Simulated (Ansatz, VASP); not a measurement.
# SrCl2: VASP beside Ansatz

```
CELL_PARAMETERS angstrom
-0.36795 3.31158 3.31158
3.31158 -0.36795 3.31158
3.31158 3.31158 -0.36795
ATOMIC_POSITIONS crystal
Sr 0.00000 0.00000 0.00000
Cl 0.25000 0.25000 0.25000
Cl 0.75000 0.75000 0.75000
```

Alike in both runs: task single point; functional PBEsol; k mesh 6 × 6 × 6; occupations gaussian, width 0.05 eV; no spin polarisation.

```csv
,VASP,Ansatz
version,VASP 6.6.1,Ansatz 0.2.0
potentials or method,"VASP PAW PBE potentials, release 64 (Sr_sv, Cl)","scalar-relativistic, plane waves, PAW"
plane-wave cutoff (eV),520,420
valence electrons in the cell,24,24
```

|  | VASP | Ansatz | Ansatz less VASP |
| --- | --- | --- | --- |
| gap on the k mesh at the Fermi level (eV) | 5.13 | 5.14 | +0.011 |
| least direct gap on the mesh (eV) | 5.39 | 5.39 | +0.007 |
| pressure (GPa) | 0.9 | 0.8 | -0.15 |
| largest component of the traceless stress (GPa) | 3.07 | 2.99 | -0.089 |
| rms of the force components (eV/Å) | 0.409 | 0.395 | -0.0137 |

Atom by atom the forces differ by 0.014 eV/Å (rms over components). With one functional, cell and mesh, what is left measures potentials, basis and numerics.

Caveats: the PAW data sets were made with another functional, which shifts forces and pressure a little (VASP). PBEsol gaps usually lie below the measured ones, often by a third to a half. A k mesh can miss the band edges.
